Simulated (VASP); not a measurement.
Write the native input for VASP 6.6.1 that does the following.

| Item | Value |
| --- | --- |
| Task | relaxation of shape and atoms at fixed volume |
| Functional | PBE |
| Potentials or basis | VASP PAW PBE potentials, release 64 (Sn) |
| Cutoff | 300 eV |
| k mesh | 6 × 6 × 6 |
| Occupations | gaussian, width 0.03 eV |
| Spin | no spin polarisation |
| Further INCAR settings | ALGO = Normal; EDIFF = 1e-07; IBRION = 2; EDIFFG = -0.01; NSW = 40; ISIF = 4 |

The structure of Sn lies in POSCAR:

```
Sn                                      
1.0
   -2.9970478009      2.9970478009      1.6064311758
    2.9970478009     -2.9970478009      1.6064311758
    2.9970478009      2.9970478009     -1.6064311758
  Sn            
     2
Direct
     0.0000000000000000    0.0000000000000000    0.0000000000000000
     0.7500000000000000    0.2500000000000000    0.5000000000000000
```

The cell isn't the ideal one: a relaxed cell with its volume scaled by 1.02.

The input as run:

INCAR

```
PREC = Accurate
ENCUT = 300
EDIFF = 1E-7
ISMEAR = 0
SIGMA = 0.03
LREAL = False
LASPH = True
NELM = 80
ALGO = Normal
ISIF = 4
LWAVE = False
LCHARG = False
GGA = PE
IBRION = 2
NSW = 40
EDIFFG = -0.01
```

KPOINTS

```
Automatic mesh
0
Gamma
  6 6 6
```

Potentials or basis: VASP PAW PBE potentials, release 64 (Sn).

Command:

```bash
$ cat potpaw_PBE.64/Sn/POTCAR > POTCAR
$ mpirun -np 1 vasp_std > vasp.out
```

Results of the run:

```yaml
Pressure_after_relaxing: -0.9 GPa
Band_gap_on_the_k_mesh: none (metal or under the smearing width)
```

Caveat: the k mesh is coarse (spacing up to 0.37 Å⁻¹), so the values aren't converged; the relaxation stopped at its first step, so nothing moved.

Run time: 9.1 s on 1 thread of Intel(R) Xeon(R) Platinum 8259CL CPU @ 2.50GHz (Skylake/Cascade Lake) (shared host), peak memory 0.15 GiB.
